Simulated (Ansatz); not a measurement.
# C: the cost of one run

Method: DFT PBEsol, scalar-relativistic, plane waves, PAW, in Ansatz 0.2.0.

18 further runs of the same task are left out: 18 set aside as unsound or not needed.

## Step 1: The system as given

The structure is orthorhombic, space group Fmmm (No. 69). Conventional cell: a = 2.459 Å, b = 4.258 Å, c = 7.378 Å, α = 90.00°, β = 90.00°, γ = 90.00°. Around C (site symmetry m2m) lie 3 C at 1.42 Å.

As a file:

```cif
data_structure
_symmetry_space_group_name_H-M 'Fmmm'
_symmetry_Int_Tables_number 69
_cell_length_a 2.4589
_cell_length_b 4.2582
_cell_length_c 7.3778
_cell_angle_alpha 90.000
_cell_angle_beta 90.000
_cell_angle_gamma 90.000
_cell_volume 77.25
loop_
_atom_site_label
_atom_site_type_symbol
_atom_site_symmetry_multiplicity
_atom_site_Wyckoff_symbol
_atom_site_fract_x
_atom_site_fract_y
_atom_site_fract_z
_atom_site_occupancy
C1 C 8 h 0.50000 0.66668 0.50000 1
```

It goes back to an entry of the Materials Project, which need not be the stable form.

This cell was relaxed beforehand with the same method: volume 9.66 Å³/atom, gap on the mesh none (metal).

## Step 2: The scan

The energy is mapped over volume and the cell's shape.

First coordinate, volume per atom: 7 values from 8.11 to 11.20 Å³. Second coordinate, stretch along a over the lengths across it, relative to the relaxed cell: 7 values from 0.923 to 1.083.

Nothing else is relaxed (fractional coordinates fixed). Energies count from the relaxed crystal. Points are written as (first, second).

## Step 3: Grid point (10.17 Å³, 0.923)

Input file input.yaml:

```yaml
crystal:
  lattice:
    - [1.1858736359, -2.2248981552, 0.0]
    - [1.1858736359, 2.2248981552, 0.0]
    - [0.0, 0.0, 7.7098352896]
  atoms:
    - { symbol: C, position: [0.0833216498, 0.9166783502, 0.7498439858] }
    - { symbol: C, position: [0.5833216498, 0.4166783502, 0.2501560142] }
    - { symbol: C, position: [0.9166783502, 0.0833216498, 0.2501560142] }
    - { symbol: C, position: [0.4166783502, 0.5833216498, 0.7498439858] }
basis:
  ecutwfc: 520.0
kpoints:
  mp_grid: { grid: [21, 21, 6] }
hamiltonian:
  xc: pbesol
  pseudopotentials: { kind: paw, azcp: { folder: soft_1 } }
scf:
  occupations: { method: gaussian, width: 0.15 }
output:
  forces: true
  stress: true
  eigenvalues: true
```

Started as:

```
ansatz run input.yaml --threads 2 --pin off --max-ram 4096MiB --backend cpu --events-out ev --progress --plain --runs-dir out
```

Q: Estimate wall time and peak memory on 2 threads of Arm Neoverse N1, shared host.

About 17 s, with a peak of 0.53 GiB.
